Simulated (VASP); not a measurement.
# Si2W (I4/mmm) in VASP: notebook

Runs on Si2W. Level: PBE. Tasks: relaxation of cell and atoms, vibrations by finite differences.

All numbers are computed with VASP 6.6.1; they aren't measurements. Logs are shortened: lines on timing, memory, paths and dates and some standing lists are left out, and cuts for length are marked.

## (1) Starting point

The structure is tetragonal, space group I4/mmm (No. 139). Conventional cell: a = 3.214 Å, b = 3.214 Å, c = 7.830 Å, α = 90.00°, β = 90.00°, γ = 90.00°. Si (site symmetry 4mm) has 5 Si at 2.59 to 2.63 Å and 5 W at 2.62 Å as nearest neighbours. Around W (site symmetry 4/mmm) lie 10 Si at 2.62 Å.

## (2) Relaxation of cell and atoms, PBE

File INCAR:

```
PREC = Accurate ; ENCUT = 520
EDIFF = 1E-7 ; ISMEAR = 0
SIGMA = 1.0 ; LREAL = F
LASPH = T ; NELM = 60
ALGO = Fast ; ISIF = 3
LWAVE = F ; LCHARG = F
GGA = PE ; IBRION = 2
NSW = 80 ; EDIFFG = -0.002
KPAR = 4
```

File KPOINTS:

```
regular mesh
0
Gamma
  18 18 18
```

File POSCAR:

```
Si2W
1.0
   -1.6069000000      1.6069000000      3.9149500000
    1.6069000000     -1.6069000000      3.9149500000
    1.6069000000      1.6069000000     -3.9149500000
Si W
2 1
Direct
    0.3347000000      0.3347000000      0.0000000000
    0.6653000000      0.6653000000      0.0000000000
    0.0000000000      0.0000000000      0.0000000000
```

Potentials or basis: VASP PAW PBE potentials, release 64 (Si, W_sv).

Launch:

```bash
cat potpaw_PBE.64/Si/POTCAR potpaw_PBE.64/W_sv/POTCAR > POTCAR
mpirun -np 4 vasp_std > vasp.out
```

OUTCAR:

```text
PREC = Accurate
   ENCUT = 520
   EDIFF = 1E-7
   ISMEAR = 0
   LREAL = F
   LASPH = T
   NELM = 60
   ISIF = 3
   GGA = PE
   IBRION = 2
   NSW = 80
   EDIFFG = -0.002

 ion  position               nearest neighbor table
   1  0.335  0.335  0.000-   2 2.59   3 2.62   3 2.62   3 2.62   3 2.62   3 2.62   2 2.63   2 2.63
                             2 2.63   2 2.63
   2  0.665  0.665  0.000-   1 2.59   3 2.62   3 2.62   3 2.62   3 2.62   3 2.62   1 2.63   1 2.63
                             1 2.63   1 2.63
   3  0.000  0.000  0.000-   2 2.62   2 2.62   2 2.62   1 2.62   2 2.62   1 2.62   1 2.62   1 2.62
                             1 2.62   2 2.62

  LATTYP: Found a body centered tetragonal cell.
 ALAT       =     3.2138000000
 C/A-ratio  =     2.4363370465

  Lattice vectors:

 A1 = (  -1.6069000000,   1.6069000000,   3.9149500000)
 A2 = (   1.6069000000,  -1.6069000000,   3.9149500000)
 A3 = (   1.6069000000,   1.6069000000,  -3.9149500000)

Analysis of symmetry for initial positions (statically):
=====================================================================
 Subroutine PRICEL returns:
 Original cell was already a primitive cell.

 Routine SETGRP: Setting up the symmetry group for a
 body centered tetragonal supercell.

 Subroutine GETGRP returns: Found 16 space group operations
 (whereof 16 operations were pure point group operations)
 out of a pool of 16 trial point group operations.

The static configuration has the point symmetry D_4h.

Analysis of symmetry for dynamics (positions and initial velocities):
=====================================================================
 Subroutine PRICEL returns:
 Original cell was already a primitive cell.

 Routine SETGRP: Setting up the symmetry group for a
 body centered tetragonal supercell.

 Subroutine GETGRP returns: Found 16 space group operations
 (whereof 16 operations were pure point group operations)
 out of a pool of 16 trial point group operations.

The dynamic configuration has the point symmetry D_4h.

 Subroutine INISYM returns: Found 16 space group operations
 (whereof 16 operations are pure point group operations),
 and found     1 'primitive' translations

----------------------------------------------------------------------------------------

                                     Primitive cell

  volume of cell :      40.4356

  direct lattice vectors                    reciprocal lattice vectors
    -1.606900000  1.606900000  3.914950000     0.000000000  0.311158131  0.127715552
     1.606900000 -1.606900000  3.914950000     0.311158131  0.000000000  0.127715552
     1.606900000  1.606900000 -3.914950000     0.311158131  0.311158131  0.000000000

  length of vectors
     4.526708376  4.526708376  4.526708376     0.336348992  0.336348992  0.440044048

  position of ions in fractional coordinates (direct lattice)
     0.334700000  0.334700000  0.000000000
     0.665300000  0.665300000  0.000000000
     0.000000000  0.000000000  0.000000000

  ion indices of the primitive-cell ions
   primitive index   ion index
                 1           1
                 2           2
                 3           3

----------------------------------------------------------------------------------------

 KPOINTS: regular mesh

Automatic generation of k-mesh.
 Grid dimensions read from file:
 generate k-points for:   18   18   18

 Generating k-lattice:

  Cartesian coordinates                     Fractional coordinates (reciprocal lattice)
     0.000000000  0.017286563  0.007095308     0.055555556  0.000000000  0.000000000
     0.017286563  0.000000000  0.007095308     0.000000000  0.055555556  0.000000000
     0.017286563  0.017286563  0.000000000     0.000000000  0.000000000  0.055555556

  Length of vectors
     0.018686055  0.018686055  0.024446892

  Shift w.r.t. Gamma in fractional coordinates (k-lattice)
     0.000000000  0.000000000  0.000000000

 Subroutine IBZKPT returns following result:
 ===========================================

 Found    480 irreducible k-points:

 Following reciprocal coordinates:
            Coordinates               Weight
  0.000000  0.000000  0.000000      1.000000
  0.055556 -0.000000  0.000000      8.000000
  0.111111 -0.000000  0.000000      8.000000
  0.166667  0.000000  0.000000      8.000000
  0.222222  0.000000 -0.000000      8.000000
  0.277778  0.000000  0.000000      8.000000
[... 16 lines left out ...]
 -0.277778  0.055556  0.000000     16.000000
 -0.222222  0.055556  0.000000     16.000000
 [... further k-points ...]
   k-points           NKPTS =    480   k-points in BZ     NKDIM =    480   number of bands    NBANDS=     15
   number of dos      NEDOS =    301   number of ions     NIONS =      3
   total plane-waves  NPLWV =  46656
   dimension x,y,z NGX =    36 NGY =   36 NGZ =   36
   dimension x,y,z NGXF=    72 NGYF=   72 NGZF=   72
   ions per type =               2   1
   NGX,Y,Z   is equivalent  to a cutoff of  13.22, 13.22, 13.22 a.u.
   NGXF,Y,Z  is equivalent  to a cutoff of  26.44, 26.44, 26.44 a.u.
 SYSTEM =  unknown system
   PREC   = accura    normal or accurate (medium, high low for compatibility)
   ISTART =      0    job   : 0-new  1-cont  2-samecut
   ICHARG =      2    charge: 1-file 2-atom 10-const
   ISPIN  =      1    spin polarized calculation?
   LNONCOLLINEAR =      F non collinear calculations
   LSORBIT =      F    spin-orbit coupling
   LASPH  =      T    aspherical Exc in radial PAW
   ENCUT  =  520.0 eV  38.22 Ry    6.18 a.u.   8.42  8.42  8.42*2*pi/ulx,y,z
   NELM   =     60;   NELMIN=  2; NELMDL= -5     # of ELM steps
   EDIFF  = 0.1E-06   stopping-criterion for ELM
   LREAL  =      F    real-space projection
   EDIFFG = -.2E-02   stopping-criterion for IOM
   NSW    =     80    number of steps for IOM
   IBRION =      2    ionic relax: 0-MD 1-quasi-New 2-CG
   NFREE  =      1    steps in history (QN), initial steepest desc. (CG)
   ISIF   =      3    stress and relaxation
   ISYM   =      2    0-nonsym 1-usesym 2-fastsym
   POTIM  = 0.5000    time-step for ionic-motion
   TEBEG  =    0.0;   TEEND  =   0.0 temperature during run
   PSTRESS=    0.0 pullay stress
   NELECT =      22.0000    total number of electrons
   NUPDOWN=      -1.0000    fix difference up-down
   EMIN   =  10.00;   EMAX   =-10.00  energy-range for DOS
   EFERMI =   0.00;   METHOD = LEGACY
   ISMEAR =     0;   SIGMA  =   1.00  broadening in eV -4-tet -1-fermi 0-gaus
   EFERMI_NEDOS =   21; number of points for ismear=-14 and -15
   IALGO  =     68    algorithm
   IMIX   =      4    mixing-type and parameters
     AMIX     =   0.40;   BMIX     =  1.00
     AMIX_MAG =   1.60;   BMIX_MAG =  1.00
  volume/ion in A,a.u.               =      13.48        90.96
  Fermi-wavevector in a.u.,A,eV,Ry     =   1.336476  2.525573 24.302284  1.786167
  Thomas-Fermi vector in A             =   2.465099
   LORBIT       =      0    0 simple, 1 ext, 2 COOP (PROOUT), +10 PAW based schemes
   GGA     = PE    functional components
   LHFCALC =     F    Hartree Fock is set to
   AEXX    =    0.0000 exact exchange contribution
   IVDW    =     0    specifies the selected vdW correction
   LEPSILON=     F    determine dielectric tensor
   LRPA    =     F    only Hartree local field effects (RPA)
 conjugate gradient relaxation of ions
 non-spin polarized calculation
 RMM-DIIS sequential band-by-band and
 Gauss-broadening in eV      SIGMA  =   1.00
  energy-cutoff  :      520.00
  volume of cell :       40.44
 maximum number of plane-waves:      1118
 NGX is ok and might be reduce to    36
   NGX = 17   NGY = 17   NGZ = 17

--------------------------------------- Ionic step        1  -------------------------------------------

 number of electron      21.9999999 magnetization

 Free energy of the ion-electron system (eV)
  ---------------------------------------------------
  ext. energy  EPLUGINS =         0.00000000
  ---------------------------------------------------
  free energy    TOTEN  =       -24.93292154 eV

  energy without entropy =      -24.61971506  energy(sigma->0) =      -24.77631830

------------------------ aborting loop because EDIFF is reached ----------------------------------------

  FORCE on cell =-STRESS in cart. coord.  units (eV):
  Direction    XX          YY          ZZ          XY          YZ          ZX
  --------------------------------------------------------------------------------------
  -------------------------------------------------------------------------------------
  Total        0.9542552      0.9542552      1.6267460      0.0000000      0.0000000      0.0000000
  in kB       37.8103954     37.8103954     64.4564549      0.0000000      0.0000000      0.0000000
  external PRESSURE =      46.6924152 kB  Pullay stress =       0.0000000 kB
[... 92 lines left out ...]
  FREE ENERGIE OF THE ION-ELECTRON SYSTEM (eV)
  ---------------------------------------------------
  free  energy   TOTEN  =       -24.9467526211 eV

  energy  without entropy=      -24.6145020925  energy(sigma->0) =      -24.78062736

[... ionic steps 4 to 7 ...]

--------------------------------------- Ionic step        8  -------------------------------------------

 number of electron      22.0000000 magnetization

------------------------ aborting loop because EDIFF is reached ----------------------------------------
[... 69 lines left out ...]
--------------------------------------- Ionic step       10  -------------------------------------------

 number of electron      22.0000000 magnetization

 Free energy of the ion-electron system (eV)
  ---------------------------------------------------
  ext. energy  EPLUGINS =         0.00000000
  ---------------------------------------------------
  free energy    TOTEN  =       -24.94715093 eV

  energy without entropy =      -24.61357330  energy(sigma->0) =      -24.78036211

 E-fermi :  11.6911     XC(G=0): -12.4360

 val. band max:       11.6445067091   @ k =  -0.3889   0.5000   0.3333
 cond. band min:      11.7040684685   @ k =   0.2778   0.2778   0.2222
 fundamental gap:      0.0595617594
 Fermi energy:        11.6910701811

 k-point     1 :       0.0000    0.0000    0.0000
  band No.  band energies     occupation
      1     -62.2631      2.00000
      2     -26.5191      2.00000
      3     -26.4790      2.00000
      4     -26.4790      2.00000
      5      -2.2367      2.00000
      6       4.9607      2.00000
      7       7.8433      2.00000
      8       8.4518      2.00000
      9       8.8907      1.99993
     10       8.8907      1.99993
     11      12.3076      0.38324
     12      14.3042      0.00022
     13      14.6598      0.00003
     14      14.7894      0.00001
[... 401 lines left out ...]
      2     -26.5630      2.00000
      3     -26.5114      2.00000
      4     -26.4773      2.00000
      5      -1.3436      2.00000
      6       5.0456      2.00000
      7       6.3757      2.00000
      8       8.1292      2.00000
      9       8.8422      1.99994
     10       9.5489      1.99755
     11      10.3292      1.94589
     12      13.2589      0.02660
     13      13.8629      0.00213
     14      15.9477      0.00000
     15      16.0474      0.00000

 [... further k-points ...]
[... 5 lines left out ...]
  --------------------------------------------------------------------------------------
  -------------------------------------------------------------------------------------
  Total        0.0013519      0.0013519      0.0016811      0.0000000      0.0000000     -0.0000000
  in kB        0.0525110      0.0525110      0.0652981      0.0000000      0.0000000     -0.0000000
  external PRESSURE =       0.0567734 kB  Pullay stress =       0.0000000 kB
[... 18 lines left out ...]
  FREE ENERGIE OF THE ION-ELECTRON SYSTEM (eV)
  ---------------------------------------------------
  free  energy   TOTEN  =       -24.9471509251 eV

  energy  without entropy=      -24.6135732955  energy(sigma->0) =      -24.78036211

 reached required accuracy - stopping structural energy minimisation
```

Wall time 8.7 min (4 MPI ranks of AMD EPYC 9R14 (Zen 4), shared host); peak memory 0.43 GiB.

What came out:

```yaml
Free_energy: -24.9472 eV
Relaxed_volume: 13.75 Å³/atom
Relaxed_cell: a = 4.568 Å, b = 4.568 Å, c = 4.568 Å, α = 138.61°, β = 138.61°, γ = 59.97°
Space_group_after_relaxing_to_0.05_Å: I4/mmm (No. 139)
Energy_gained_by_relaxing: 4.7 meV/atom
Ionic_steps: 10
Pressure_after_relaxing: 0.0 GPa
Band_gap_on_the_k_mesh: none (metal or under the smearing width)
```

The path:
| step | energy change (eV) | largest force (eV/Å) | pressure (GPa) | volume (Å³) |
| --- | --- | --- | --- | --- |
| 1 | 0.0000 | 0.1801 | 4.67 | 40.44 |
| 2 | 0.0224 | 0.0988 | -7.21 | 42.78 |
| 3 | -0.0138 | 0.0652 | -0.20 | 41.31 |
| 4 | -0.0138 | 0.0673 | -0.12 | 41.29 |
| 5 | -0.0142 | 0.0203 | 0.06 | 41.24 |
| 6 | -0.0142 | 0.0182 | 0.06 | 41.24 |
| 7 | -0.0142 | 0.0022 | -0.07 | 41.26 |
| 8 | -0.0142 | 0.0013 | -0.05 | 41.26 |
| 9 | -0.0142 | 0.0011 | 0.04 | 41.24 |
| 10 | -0.0142 | 0.0000 | 0.01 | 41.25 |

Final structure:
```xyz
3
Lattice="-1.6144 1.6144 3.9568 1.6144 -1.6144 3.9568 1.6144 1.6144 -3.9568" Properties=species:S:1:pos:R:3 pbc="T T T"
Si    0.0000    0.0000    2.6413
Si    0.0000    0.0000    5.2722
W     0.0000    0.0000    0.0000
```

Spin-orbit coupling is left out, which matters for the levels of W. PBE usually gives volumes a little too large and moduli too small.

## (3) Relaxation of cell and atoms, PBE

This run uses another cell than the first one, of 13.75 Å³/atom, 1.020 times its volume.

INCAR is that of step 2.

KPOINTS is that of step 2.

File POSCAR:

```
Si2W                                    
1.0
   -1.6143786642      1.6143786642      3.9567521333
    1.6143786642     -1.6143786642      3.9567521333
    1.6143786642      1.6143786642     -3.9567521333
  Si              W             
     2     1
Direct
     0.3337722836440688    0.3337722836440688    0.0000000000000000
     0.6662277163559311    0.6662277163559311    0.0000000000000000
     0.0000000000000000    0.0000000000000000    0.0000000000000000
```

Potentials or basis: VASP PAW PBE potentials, release 64 (Si, W_sv).

Launch:

```bash
cat potpaw_PBE.64/Si/POTCAR potpaw_PBE.64/W_sv/POTCAR > POTCAR
mpirun -np 4 vasp_std > vasp.out
```

Run time: 1.9 min. Hardware: 4 MPI ranks of AMD EPYC 9R14 (Zen 4), shared host; peak memory 0.42 GiB.

The run converged. Its results:

* Free energy: -24.9474 eV
* Pressure after relaxing: 0.0 GPa
* Band gap on the k mesh: none (metal or under the smearing width)

Final structure:
```yaml
crystal:
  lattice:
    - [-1.61438, 1.61438, 3.95675]
    - [1.61438, -1.61438, 3.95675]
    - [1.61438, 1.61438, -3.95675]
  atoms:
    - { symbol: Si, position: [0.33377, 0.33377, 0.00000] }
    - { symbol: Si, position: [0.66623, 0.66623, 0.00000] }
    - { symbol: W, position: [0.00000, 0.00000, 0.00000] }
```

Levels at points of the mesh, in eV from the Fermi level:
```csv
k point,band 9,band 10,band 11,band 12,band 13,band 14
"(0.00, 0.00, 0.00)",-2.80,-2.80,0.62,2.61,2.97,3.10
"(0.50, 0.00, 0.00)",-2.75,-2.70,-0.44,2.63,2.75,3.86
"(0.50, 0.50, 0.00)",-4.97,-3.23,-1.72,2.61,2.89,3.02
"(0.50, 0.50, 0.50)",-0.83,-0.83,-0.53,-0.53,0.78,4.29
```

Caveat: the relaxation stopped at its first step, so nothing moved.

## (4) Vibrations by finite differences, PBE

This run uses another cell than the first one, of 13.75 Å³/atom, 1.020 times its volume.

File INCAR:

```
PREC = Accurate ; ENCUT = 520
EDIFF = 1E-8 ; ISMEAR = 0
SIGMA = 1.0 ; LREAL = F
LASPH = T ; NELM = 60
ALGO = Fast ; ISIF = 3
LWAVE = F ; LCHARG = F
GGA = PE ; NBANDS = 18
IBRION = 6 ; NFREE = 2
POTIM = 0.015 ; NSW = 1
KPAR = 4
```

KPOINTS is that of step 3.

File POSCAR:

```
Si2W                                    
1.0
   -1.6143786642      1.6143786642      3.9567521333
    1.6143786642     -1.6143786642      3.9567521333
    1.6143786642      1.6143786642     -3.9567521333
  Si              W             
     2     1
Direct
     0.3337722836440662    0.3337722836440662    0.0000000000000000
     0.6662277163559338    0.6662277163559338    0.0000000000000000
     0.0000000000000000    0.0000000000000000    0.0000000000000000
```

Launch:

```bash
cat potpaw_PBE.64/Si/POTCAR potpaw_PBE.64/W_sv/POTCAR > POTCAR
mpirun -np 4 vasp_std > vasp.out
```

Run time: 77 min. Hardware: 4 MPI ranks of AMD EPYC 9R14 (Zen 4), shared host; peak memory 1.7 GiB.

Results (log left out):

* Voigt bulk modulus: 211 GPa
* Highest phonon frequency at Γ: 417 cm⁻¹

Phonon frequencies in cm⁻¹ (negative: imaginary):
```csv
q point,frequencies
"(0.000, 0.000, 0.000)",0 0 0 254 254 288 323 323 417
```

Elastic tensor in Voigt notation (GPa, in the Cartesian axes of the cell as first typed):
```
380 134  97   0   0   0
134 380  97   0   0   0
 97  97 485   0   0   0
  0   0   0 179   0   0
  0   0   0   0 179   0
  0   0   0   0   0 192
```

Clamped-ion elastic tensor (GPa):
```
383 137  99   0   0   0
137 383  99   0   0   0
 99  99 485   0   0   0
  0   0   0 181   0   0
  0   0   0   0 181   0
  0   0   0   0   0 192
```

Caveat: elastic constants of metals need much finer meshes, so these are rough.
